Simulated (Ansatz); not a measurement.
The cell is COD entry 9013008, as deposited and not checked against the literature; nothing was relaxed. The listed cell was then made from it by scaling, straining or moving an atom.

Sb: DFT, PBE, all-electron PAW with datasets made for the crystal, scalar-relativistic (Ansatz 0.2.0). What sets it apart from a plain run of this crystal: volume scaled by 0.9405.

```yaml
crystal:
  lattice:
    - [3.0960408524, 0.0, 0.0]
    - [0.0, 3.0960408524, 0.0]
    - [0.0, 0.0, 3.0960408524]
  atoms:
    - { symbol: Sb, position: [0.0, 0.0, 0.0] }
kpoints:
  mp_grid: { grid: [12, 12, 12] }
scf:
  occupations: { method: fermi_dirac, width: 0.08 }
hamiltonian:
  xc: pbe
  pseudopotentials: { kind: all_electron, datasets: crystal }
output:
  forces: true
  stress: true
  eigenvalues: true
  efg: { contact_densities: true }
```

Output (standing set-up lines are left out):

```
Crystal: 1 atoms, lattice volume = 29.677 Å³
Basis set: ecut = 140 eV, 93 PW (Γ), exchange–correlation on 30×30×30 points (8 copies of the dense FFT grid, shifted against one another)
Space group: Pm-3m (ITA 221), of the structure as read, at distance tolerance 3.1e-5 Å
iter 1 solved again at ethr=8.08e-4 eV; its pass at ethr=1.00e-1 eV (dr2=4.04e-2 eV) is discarded
SCF iter   1: F=—  HF=-176368.132854 eV  |F-HF|=—  |Δ(HF+E_count)|=         —  Δρ=1.16e-2  dr2=3.16e-2  ethr=8.08e-4  ⟨swp⟩=5.3  Hψ=4780  notcnv=0
preconditioner: auto → none  [metal: Δε(μ)=0.036 eV  Ē_g=12.196 eV  σ=0.080 eV  W_gap=0.11  n_scr=0 (ndim 8)  ℏωp=15.2 eV  f_vac=0.000  D(μ)=0.73/eV (n_scr^D=6)]
SCF iter   2: F=—  HF=-176368.135000 eV  |F-HF|=—  |Δ(HF+E_count)|=   2.15e-3  Δρ=5.90e-3  dr2=8.08e-3  ethr=6.32e-4  ⟨swp⟩=2.7  Hψ=1203  notcnv=0  defer=15
iter 3 solved again at ethr=4.89e-7 eV; its pass at ethr=1.62e-4 eV (dr2=2.44e-5 eV) is discarded
SCF iter   3: F=—  HF=-176368.135704 eV  |F-HF|=—  |Δ(HF+E_count)|=   7.04e-4  Δρ=2.90e-4  dr2=2.15e-5  ethr=4.89e-7  ⟨swp⟩=2.9  Hψ=2416  notcnv=0  defer=2
eigensolver tolerance schedule: the retry pair's looser diagonalisation over-reported the residual by 0.14 of it (diagonalisation noise at 0.14 of the residual, at the tolerance the schedule requests for it); recorded, not acted on — ethr = c·dr2/N_el stays at c = 1.0e-1
SCF iter   4: F=—  HF=-176368.135677 eV  |F-HF|=—  |Δ(HF+E_count)|=   2.67e-5  Δρ=1.08e-4  dr2=3.22e-6  ethr=4.30e-7  ⟨swp⟩=2.0  Hψ=824  notcnv=0  defer=2
SCF iter   5: F=—  HF=-176368.135674 eV  |F-HF|=—  |Δ(HF+E_count)|=   3.31e-6  Δρ=1.17e-5  dr2=4.71e-8  ethr=6.44e-8  ⟨swp⟩=2.5  Hψ=864  notcnv=0
SCF iter   6: F=-176368.135674 eV  HF=-176368.135674 eV  |F-HF|=1.16e-9  |Δ(HF+E_count)|=   4.20e-8  Δρ=2.21e-6  dr2=5.96e-10  ethr=9.42e-10  ⟨swp⟩=2.9  Hψ=955  notcnv=0
SCF 1 converged in 6 iterations: F = -176368.135673 eV  dr2 = 5.96e-10
  Residual-converged pass: ⟨swp⟩=2.9  Hψ=903  notcnv=0  max |occ|·‖R‖ = 3.7e-6 eV (tolerance 3.7e-6 eV)  dr2=5.78e-10  dr2_onsite=3.17e-9  max |Δocc| = 2.9e-10
  greatest PAW one-centre occupation: 0.712 electrons in one spin orbital (limit 2), on the Sb atom at site 0 (counted from 0), in its partial waves of l = 0
SCF converged after 6 iterations
Free energy (F): -176368.135673 eV
Harris-Foulkes:  -176368.135673 eV  (|F-HF|=1.16e-9)
Internal energy: -176368.120628 eV  (E = F + TS)
E sigma→0 (E₀):  -176368.128150 eV
Entropy (-TS):   -0.015045 eV (-15.045 meV/atom)
Past the cutoff: the bands carry plane waves up to 1.75 times it, of which those up to 1.5 times it add -0.000133 eV an atom, each by itself; the spheres take 0.000157 eV an atom off the energy for waves past 1.75 times it
By the cutoff:   a pressure is off by up to 0.005 GPa (1.2 times the spheres' own share and the shells' term, over an atom's volume, and 0.004 GPa: a bound that held against runs at twice the plane waves)
Past the cutoffs: a stress includes 0.0008 GPa for waves and charges beyond them, in addition to the slope of what the spheres take
In the spheres:  the bands' charges fall short by 1.7e-7 e at most (sound up to 1e-3), those of shells solved beside the bands by 6.3e-7 e (sound up to 5e-4)
Fermi energy:    12.822751 eV
--- Per-component energies (eV) ---
  The terms above E_closure are by the made datasets' own strengths, without shells solved beside the bands.
--- Forces (eV/Å), atoms counted from 1 ---
  atom   1  Sb    -0.00000000    -0.00000000     0.00000000
  max |Σ_I F_I| component: 2.47e-32 eV/Å
--- Stress (GPa, compression-positive) ---
        0.827903      -0.000000       0.000000
        0.000000       0.827903       0.000000
        0.000000       0.000000       0.827903
  P = ⅓ Tr σ = 0.8279 GPa (8.279 kbar)
  It holds what live shells' own plane waves past their cutoff add
--- PAW observables at the nuclei: V_zz in 10²¹ V/m², potentials from the cell's mean, atoms counted from 1 ---
  atom   1  Sb V_zz =    -0.000000   η = 0.0000   by run symmetry: forbidden
            electrostatic potential = -8409.962746 V   contact ρ = 1350008.742269 e/Å³
--- Band table (eV; the first three rows and the last of 84) ---
  k-point 0: bands = ["0.3093", "16.0160", "16.0160", "16.0160", "19.8618"]
  k-point 1: bands = ["0.4105", "14.7999", "16.1159", "16.1159", "19.9468"]
  k-point 2: bands = ["0.7105", "12.7508", "16.4054", "16.4054", "20.2009"]
  k-point 83: bands = ["8.2290", "11.1091", "11.1091", "11.1091", "17.6210"]
```
